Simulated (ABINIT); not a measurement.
Input of an ABINIT 10.8.3 (patched build) run:

Contents of run.abi:

```
# Pseudopotentials
pp_dirpath "./"
pseudos "Cd.upf, Se.upf"

# Structure
acell 4.3420191692 4.3420191692 4.3420191692 Angstrom
rprim
     0.0000000000     0.7071067812     0.7071067812
     0.7071067812     0.0000000000     0.7071067812
     0.7071067812     0.7071067812     0.0000000000
ntypat 2
znucl 48 34
natom 2
typat 1 2
xred
     0.0000000000     0.0000000000     0.0000000000
     0.2500000000     0.2500000000     0.2500000000

# Plane-wave basis
ecut 1278.935154 eV

# k points
kptopt 1
ngkpt 6 6 6
nshiftk 1
shiftk 0.0 0.0 0.0

# Exchange and correlation
ixc -116133

# Bands and occupations
nband 22
occopt 3
tsmear 0.05 eV

# SCF cycle
nstep 100
tolvrs 1.0e-10

# Output
iomode 3
prtwf 0
prteig 0
prtebands 0
enunit 1
prtden 1
prtvha 1
prtvclmb 1
prtpot 1
prtelf 1
```

Potentials or basis: PseudoDojo NC SR PBEsol v0.4.1 standard.

Command:

```console
$ abinit run.abi > log 2>&1
```

Problem. What does it give for the pressure?

Solution. -1.7 GPa.

Problem. What does it give for the band gap on the k mesh?

Solution. 0.42 eV, direct.

A hybrid or GW would open this gap; PBEsol tends to underestimate it.
